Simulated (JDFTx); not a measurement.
# CdTe (F-43m) in JDFTx: equation of state

Aim: energy against volume of CdTe in PBEsol, for its equilibrium volume and stiffness.

Program: JDFTx 1.7.0 (patched build). These are calculated values, not measurements. Logs are shortened: lines on timing, memory, paths and dates and some standing lists are left out, and cuts for length are marked. The log counts tension as positive stress, the text compression.

**The experiment to reproduce.**

From “Multiscale insight into the Cd1-xZnxTe vibrational-mechanical properties -- High-pressure experiments and ab initio calculations”, 2023, arxiv:2306.14539, for a powder of CdTe: bulk modulus 42 ± 2 GPa.

How close the calculation comes is told below.

## Step 1: The structure

The structure is cubic, space group F-43m (No. 216). Conventional cell: a = 6.410 Å, b = 6.410 Å, c = 6.410 Å, α = 90.00°, β = 90.00°, γ = 90.00°. Te (site symmetry -43m) is surrounded by 4 Cd at 2.78 Å. Cd (site symmetry -43m) is surrounded by 4 Te at 2.78 Å.

## Step 2: Equation of state, PBEsol, 30.95 Å³/atom (volume scaled by 0.94)

Input file CdTe.in:

```
lattice \
    0.0000000000     5.9329340223     5.9329340223 \
    5.9329340223     0.0000000000     5.9329340223 \
    5.9329340223     5.9329340223     0.0000000000
coords-type Lattice
ion Te     0.7500000000     0.7500000000     0.7500000000 1
ion Cd     0.0000000000     0.0000000000     0.0000000000 1

ion-species pseudo/Te.upf
ion-species pseudo/Cd.upf
elec-cutoff 51 408
elec-ex-corr gga-PBEsol
kpoint-folding 7 7 7
elec-smearing Fermi 0.0018374661
elec-n-bands 25
electronic-SCF nIterations 100 energyDiffThreshold 1e-09
electronic-minimize nIterations 30 energyDiffThreshold 1e-7
forces-output-coords Cartesian

dump-name run.$VAR
dump End Ecomponents EigStats BandEigs Kpoints Forces Stress
```

Potentials or basis: PseudoDojo-SR-PBEsol-0.4.1-standard with smoothed tails.

Started as:

```bash
> jdftx -c 1 -i CdTe.in -o CdTe.out
```

Standard output:

```text
*************** JDFTx 1.7.0 (patched build) ***************

Input parsed successfully to the following command list (including defaults):
[... the input with its defaults ...]

---------- Setting up symmetries ----------

Found 48 point-group symmetries of the bravais lattice
Found 24 space-group symmetries with basis
Applied RMS atom displacement 0 bohrs to make symmetries exact.

---------- Initializing the Grid ----------
R =
[            0      5.93293      5.93293  ]
[      5.93293            0      5.93293  ]
[      5.93293      5.93293            0  ]
unit cell volume = 417.675
G =
[  -0.529518   0.529518   0.529518  ]
[   0.529518  -0.529518   0.529518  ]
[   0.529518   0.529518  -0.529518  ]
Minimum fftbox size, Smin = [  80  80  80  ]
Chosen fftbox size, S = [  80  80  80  ]

---------- Initializing tighter grid for wavefunction operations ----------
R =
[            0      5.93293      5.93293  ]
[      5.93293            0      5.93293  ]
[      5.93293      5.93293            0  ]
unit cell volume = 417.675
G =
[  -0.529518   0.529518   0.529518  ]
[   0.529518  -0.529518   0.529518  ]
[   0.529518   0.529518  -0.529518  ]
Minimum fftbox size, Smin = [  56  56  56  ]
Chosen fftbox size, S = [  56  56  56  ]

---------- Exchange Correlation functional ----------
Initalized PBEsol GGA exchange.
Initalized PBEsol GGA correlation.

---------- Setting up pseudopotentials ----------
Width of ionic core gaussian charges (only for fluid interactions / plotting) set to 0

Reading pseudopotential file 'pseudo/Te.upf':
  'Te' pseudopotential, 'PBESOL' functional
  Generated using ONCVPSP code by D. R. Hamann
  16 valence electrons, 3 orbitals, 6 projectors, 1001 radial grid points, with lMax = 2
    4D    l: 2   occupation: 10.0   eigenvalue: -1.528329
    5S    l: 0   occupation:  2.0   eigenvalue: -0.556831
    5P    l: 1   occupation:  4.0   eigenvalue: -0.219319
  Core radius for overlap checks: 2.04 bohrs.

Reading pseudopotential file 'pseudo/Cd.upf':
  'Cd' pseudopotential, 'PBESOL' functional
  Generated using ONCVPSP code by D. R. Hamann
  20 valence electrons, 4 orbitals, 6 projectors, 1001 radial grid points, with lMax = 2
    4S    l: 0   occupation:  2.0   eigenvalue: -3.888393
    4P    l: 1   occupation:  6.0   eigenvalue: -2.458287
    4D    l: 2   occupation: 10.0   eigenvalue: -0.431057
    5S    l: 0   occupation:  2.0   eigenvalue: -0.209481
  Core radius for overlap checks: 1.32 bohrs.

Initialized 2 species with 2 total atoms.

Folded 1 k-points by 7x7x7 to 343 k-points.

---------- Setting up k-points, bands, fillings ----------
Adding inversion symmetry to k-mesh for non-inversion-symmetric unit cell.
Reduced to 20 k-points under symmetry.
Computing the number of bands and number of electrons
Calculating initial fillings.
nElectrons:  36.000000   nBands: 25   nStates: 20

----- Setting up reduced wavefunction bases (one per k-point) -----
average nbasis = 7267.362 , ideal nbasis = 7265.873

---------- Setting up ewald sum ----------
Optimum gaussian width for ewald sums = 2.694636 bohr.
Real space sum over 1331 unit cells with max indices [  5  5  5  ]
Reciprocal space sum over 2197 terms with max indices [  6  6  6  ]

---------- Allocating electronic variables ----------
Initializing wave functions:  linear combination of atomic orbitals
Note: number of bands (25) exceeds available atomic orbitals (19)
Te pseudo-atom occupations:   s ( 2 )  p ( 4 )  d ( 10 )
Cd pseudo-atom occupations:   s ( 2 2 )  p ( 6 )  d ( 10 )
	FillingsUpdate:  mu: +0.371136171  nElectrons: 36.000000
LCAOMinimize: Iter:   0  F: -261.2291534195441045  |grad|_K:  1.808e-03  alpha:  1.000e+00
	FillingsUpdate:  mu: +0.362389295  nElectrons: 36.000000
LCAOMinimize: Iter:   1  F: -261.2424501161770536  |grad|_K:  5.448e-05  alpha:  6.481e-01  linmin:  1.199e-02  cgtest: -1.145e-01
	FillingsUpdate:  mu: +0.362120279  nElectrons: 36.000000
LCAOMinimize: Iter:   2  F: -261.2424656582717262  |grad|_K:  8.485e-06  alpha:  8.455e-01  linmin:  5.093e-03  cgtest:  9.350e-02
	FillingsUpdate:  mu: +0.362169630  nElectrons: 36.000000
LCAOMinimize: Iter:   3  F: -261.2424659655490586  |grad|_K:  1.119e-06  alpha:  6.843e-01  linmin: -5.184e-05  cgtest:  1.867e-02
	FillingsUpdate:  mu: +0.362174548  nElectrons: 36.000000
LCAOMinimize: Iter:   4  F: -261.2424659720450677  |grad|_K:  6.758e-08  alpha:  8.306e-01  linmin:  7.565e-04  cgtest: -6.854e-03
LCAOMinimize: Converged (|Delta F|<1.000000e-06 for 2 iters).

-------- Electronic minimization -----------
Will mix electronic density at each iteration.
	FillingsUpdate:  mu: +0.362174548  nElectrons: 36.000000
	FillingsUpdate:  mu: +0.355285670  nElectrons: 36.000000
SCF: Cycle:  0   F: -261.315371682354282   dF: -7.291e-02   |Residual|: 8.596e-02   |deigs|: 1.354e-01
	FillingsUpdate:  mu: +0.349631758  nElectrons: 36.000000
SCF: Cycle:  1   F: -261.326829646473755   dF: -1.146e-02   |Residual|: 3.859e-02   |deigs|: 2.020e-02
	FillingsUpdate:  mu: +0.346284986  nElectrons: 36.000000
SCF: Cycle:  2   F: -261.328643017942341   dF: -1.813e-03   |Residual|: 6.445e-03   |deigs|: 1.096e-02
	FillingsUpdate:  mu: +0.346587581  nElectrons: 36.000000
SCF: Cycle:  3   F: -261.328656298563089   dF: -1.328e-05   |Residual|: 2.711e-03   |deigs|: 6.824e-04
	FillingsUpdate:  mu: +0.346955108  nElectrons: 36.000000
SCF: Cycle:  4   F: -261.328661007706046   dF: -4.709e-06   |Residual|: 7.238e-04   |deigs|: 7.299e-04
	FillingsUpdate:  mu: +0.346975424  nElectrons: 36.000000
SCF: Cycle:  5   F: -261.328661795816231   dF: -7.881e-07   |Residual|: 3.231e-04   |deigs|: 1.599e-04
	FillingsUpdate:  mu: +0.347041208  nElectrons: 36.000000
SCF: Cycle:  6   F: -261.328662153920504   dF: -3.581e-07   |Residual|: 1.181e-04   |deigs|: 1.023e-04
	FillingsUpdate:  mu: +0.347039832  nElectrons: 36.000000
SCF: Cycle:  7   F: -261.328662262950218   dF: -1.090e-07   |Residual|: 6.946e-05   |deigs|: 3.142e-05
	FillingsUpdate:  mu: +0.347045891  nElectrons: 36.000000
SCF: Cycle:  8   F: -261.328662295500465   dF: -3.255e-08   |Residual|: 1.281e-05   |deigs|: 3.797e-05
	FillingsUpdate:  mu: +0.347044393  nElectrons: 36.000000
SCF: Cycle:  9   F: -261.328662306660988   dF: -1.116e-08   |Residual|: 1.631e-05   |deigs|: 1.827e-05
	FillingsUpdate:  mu: +0.347044454  nElectrons: 36.000000
SCF: Cycle: 10   F: -261.328662311405026   dF: -4.744e-09   |Residual|: 4.899e-06   |deigs|: 2.549e-05
	FillingsUpdate:  mu: +0.347044182  nElectrons: 36.000000
SCF: Cycle: 11   F: -261.328662313267898   dF: -1.863e-09   |Residual|: 2.663e-06   |deigs|: 1.070e-05
	FillingsUpdate:  mu: +0.347044111  nElectrons: 36.000000
SCF: Cycle: 12   F: -261.328662314081669   dF: -8.138e-10   |Residual|: 1.653e-06   |deigs|: 8.851e-06
	FillingsUpdate:  mu: +0.347044095  nElectrons: 36.000000
SCF: Cycle: 13   F: -261.328662314398343   dF: -3.167e-10   |Residual|: 1.031e-06   |deigs|: 7.785e-06
SCF: Converged (|Delta E|<1.000000e-09 for 2 iters).

Setting wave functions to eigenvectors of Hamiltonian

# Stress tensor in Cartesian coordinates [Eh/a0^3]:
[ -0.000178863            0            0  ]
[            0 -0.000178863            0  ]
[            0            0 -0.000178863  ]

# Ionic positions in lattice coordinates:
ion Te   0.750000000000000   0.750000000000000   0.750000000000000 1
ion Cd   0.000000000000000   0.000000000000000   0.000000000000000 1

# Forces in Cartesian coordinates:
force Te   0.000000000000000   0.000000000000000  -0.000000000000000 1
force Cd   0.000000000000000  -0.000000000000000  -0.000000000000000 1

# Energy components:
   Eewald =     -148.3628727457029015
       EH =       91.7228347942036066
     Eloc =     -267.5758646760247643
      Enl =      -25.5043318561879069
      Exc =      -48.4804817738614418
 Exc_core =       18.5830076572361875
       KE =      118.2890463191284596
-------------------------------------
     Etot =     -261.3286622812087217
       TS =        0.0000000331896063
-------------------------------------
        F =     -261.3286623143983434

IonicMinimize: Iter:   0  F: -261.328662314398343  |grad|_K:       -nan
IonicMinimize: None of the convergence criteria satisfied after 0 iterations.

#--- Lowdin population analysis ---
# oxidation-state Te -0.929
# oxidation-state Cd +1.160

Dumping 'run.eigStats' ...
	eMin: -3.430797 at state 0 ( [ +0.000000 +0.000000 +0.000000 ] spin 0 )
	HOMO: +0.328656 at state 0 ( [ +0.000000 +0.000000 +0.000000 ] spin 0 )
	mu  : +0.347044
	LUMO: +0.363269 at state 0 ( [ +0.000000 +0.000000 +0.000000 ] spin 0 )
	eMax: +0.798547 at state 14 ( [ +0.000000 +0.428571 +0.428571 ] spin 0 )
	HOMO-LUMO gap: +0.034613
	Optical gap  : +0.034613 at state 0 ( [ +0.000000 +0.000000 +0.000000 ] spin 0 )
Done!
[note: the Lowdin charges miss the electrons that lie outside the files' atomic orbitals]
[note: mu as printed may lie anywhere between the filled and the empty levels]
```

It took 3.1 min on 1 thread of AMD EPYC 7R43 (Zen 3), shared host; peak memory 0.26 GiB.

What came out:

```yaml
Free_energy: -7111.1152 eV
Pressure: 5.3 GPa
Band_gap_on_the_k_mesh: 0.94 eV, direct
```

Caveat: spin-orbit coupling is left out, which moves the levels of the heavy elements.

## Step 3: Equation of state, PBEsol, 31.60 Å³/atom (volume scaled by 0.96)

CdTe.in: that of step 2 with these lines changed.

```diff
@@ -1,5 +1,5 @@
 lattice \
-    0.0000000000     5.9329340223     5.9329340223 \
-    5.9329340223     0.0000000000     5.9329340223 \
-    5.9329340223     5.9329340223     0.0000000000
+    0.0000000000     5.9747166245     5.9747166245 \
+    5.9747166245     0.0000000000     5.9747166245 \
+    5.9747166245     5.9747166245     0.0000000000
 coords-type Lattice
```

Potentials or basis: PseudoDojo-SR-PBEsol-0.4.1-standard with smoothed tails.

Started as:

```bash
> jdftx -c 1 -i CdTe.in -o CdTe.out
```

Wall time 3.5 min (1 thread of AMD EPYC 7R43 (Zen 3), shared host); peak memory 0.26 GiB.

It converged, with:

| Quantity | Value |
| --- | --- |
| Free energy | -7111.1533 eV |
| Pressure | 3.9 GPa |
| Band gap on the k mesh | 0.88 eV, direct |

Caveat: spin-orbit coupling is left out, which moves the levels of the heavy elements.

## Step 4: Equation of state, PBEsol, 32.26 Å³/atom (volume scaled by 0.98)

CdTe.in: that of step 3 with these lines changed.

```diff
@@ -1,5 +1,5 @@
 lattice \
-    0.0000000000     5.9747166245     5.9747166245 \
-    5.9747166245     0.0000000000     5.9747166245 \
-    5.9747166245     5.9747166245     0.0000000000
+    0.0000000000     6.0159228690     6.0159228690 \
+    6.0159228690     0.0000000000     6.0159228690 \
+    6.0159228690     6.0159228690     0.0000000000
 coords-type Lattice
```

Started as:

```bash
> jdftx -c 1 -i CdTe.in -o CdTe.out
```

It took 3.5 min on 1 thread of AMD EPYC 7R43 (Zen 3), shared host; peak memory 0.25 GiB.

Results (log left out):

- Free energy: -7111.1812 eV
- Pressure: 2.8 GPa
- Band gap on the k mesh: 0.82 eV, direct

Caveat: spin-orbit coupling is left out, which moves the levels of the heavy elements.

## Step 5: Equation of state, PBEsol, 32.92 Å³/atom

CdTe.in: that of step 4 with these lines changed.

```diff
@@ -1,5 +1,5 @@
 lattice \
-    0.0000000000     6.0159228690     6.0159228690 \
-    6.0159228690     0.0000000000     6.0159228690 \
-    6.0159228690     6.0159228690     0.0000000000
+    0.0000000000     6.0565722294     6.0565722294 \
+    6.0565722294     0.0000000000     6.0565722294 \
+    6.0565722294     6.0565722294     0.0000000000
 coords-type Lattice
```

Started as:

```bash
> jdftx -c 1 -i CdTe.in -o CdTe.out
```

Run time: 3.5 min. Hardware: 1 thread of AMD EPYC 7R43 (Zen 3), shared host; peak memory 0.27 GiB.

Results (log left out):

```yaml
Free_energy: -7111.1999 eV
Pressure: 1.7 GPa
Band_gap_on_the_k_mesh: 0.76 eV, direct
```

Caveat: spin-orbit coupling is left out, which moves the levels of the heavy elements.

## Step 6: Equation of state, PBEsol, 33.58 Å³/atom (volume scaled by 1.02)

CdTe.in: that of step 5 with these lines changed.

```diff
@@ -1,5 +1,5 @@
 lattice \
-    0.0000000000     6.0565722294     6.0565722294 \
-    6.0565722294     0.0000000000     6.0565722294 \
-    6.0565722294     6.0565722294     0.0000000000
+    0.0000000000     6.0966831482     6.0966831482 \
+    6.0966831482     0.0000000000     6.0966831482 \
+    6.0966831482     6.0966831482     0.0000000000
 coords-type Lattice
```

Potentials or basis: PseudoDojo-SR-PBEsol-0.4.1-standard with smoothed tails.

Started as:

```bash
> jdftx -c 1 -i CdTe.in -o CdTe.out
```

Run time: 3.1 min. Hardware: 1 thread of AMD EPYC 7R43 (Zen 3), shared host; peak memory 0.28 GiB.

It converged, with:

* Free energy: -7111.2105 eV
* Pressure: 0.8 GPa
* Band gap on the k mesh: 0.70 eV, direct

Caveat: spin-orbit coupling is left out, which moves the levels of the heavy elements.

## Step 7: Equation of state, PBEsol, 34.24 Å³/atom (volume scaled by 1.04)

CdTe.in: that of step 6 with these lines changed.

```diff
@@ -1,5 +1,5 @@
 lattice \
-    0.0000000000     6.0966831482     6.0966831482 \
-    6.0966831482     0.0000000000     6.0966831482 \
-    6.0966831482     6.0966831482     0.0000000000
+    0.0000000000     6.1362731091     6.1362731091 \
+    6.1362731091     0.0000000000     6.1362731091 \
+    6.1362731091     6.1362731091     0.0000000000
 coords-type Lattice
```

Started as:

```bash
> jdftx -c 1 -i CdTe.in -o CdTe.out
```

Wall time 3.2 min (1 thread of AMD EPYC 7R43 (Zen 3), shared host); peak memory 0.27 GiB.

The run converged. Its results:

```yaml
Free_energy: -7111.2137 eV
Pressure: -0.1 GPa
Band_gap_on_the_k_mesh: 0.64 eV, direct
```

Caveat: spin-orbit coupling is left out, which moves the levels of the heavy elements.

## Step 8: Equation of state, PBEsol, 34.90 Å³/atom (volume scaled by 1.06)

CdTe.in: that of step 7 with these lines changed.

```diff
@@ -1,5 +1,5 @@
 lattice \
-    0.0000000000     6.1362731091     6.1362731091 \
-    6.1362731091     0.0000000000     6.1362731091 \
-    6.1362731091     6.1362731091     0.0000000000
+    0.0000000000     6.1753587051     6.1753587051 \
+    6.1753587051     0.0000000000     6.1753587051 \
+    6.1753587051     6.1753587051     0.0000000000
 coords-type Lattice
```

Started as:

```bash
> jdftx -c 1 -i CdTe.in -o CdTe.out
```

Run time: 3 min. Hardware: 1 thread of AMD EPYC 7R43 (Zen 3), shared host; peak memory 0.28 GiB.

The run converged. Its results:

* Free energy: -7111.2105 eV
* Pressure: -0.8 GPa
* Band gap on the k mesh: 0.59 eV, direct

Caveat: spin-orbit coupling is left out, which moves the levels of the heavy elements.

## Step 9: Equation of state, PBEsol

Potentials or basis: PseudoDojo-SR-PBEsol-0.4.1-standard with smoothed tails.

No new run: the results of the series are fitted here.

What came out:

- Equilibrium volume: 34.23 Å³/atom
- Bulk modulus: 41 GPa
- Pressure derivative of the bulk modulus: 4.8

Energy against volume, from the lowest point:
```tsv
volume (Å³/atom)	energy (meV/atom)
30.947	49.29
31.605	30.23
32.263	16.29
32.922	6.92
33.580	1.64
34.239	0.00
34.897	1.63
```

Spin-orbit coupling is left out, which matters for the levels of Te.

## Step 10: Against experiment

Step 9. Against the measured bulk modulus of CdTe, 42 GPa (powder; quoted in “Multiscale insight into the Cd1-xZnxTe vibrational-mechanical properties -- High-pressure experiments and ab initio calculations”, 2023, arxiv:2306.14539), the calculated 41 GPa is off by -1.6 %. The fit is for a static lattice scaled at fixed shape and fixed fractional positions.
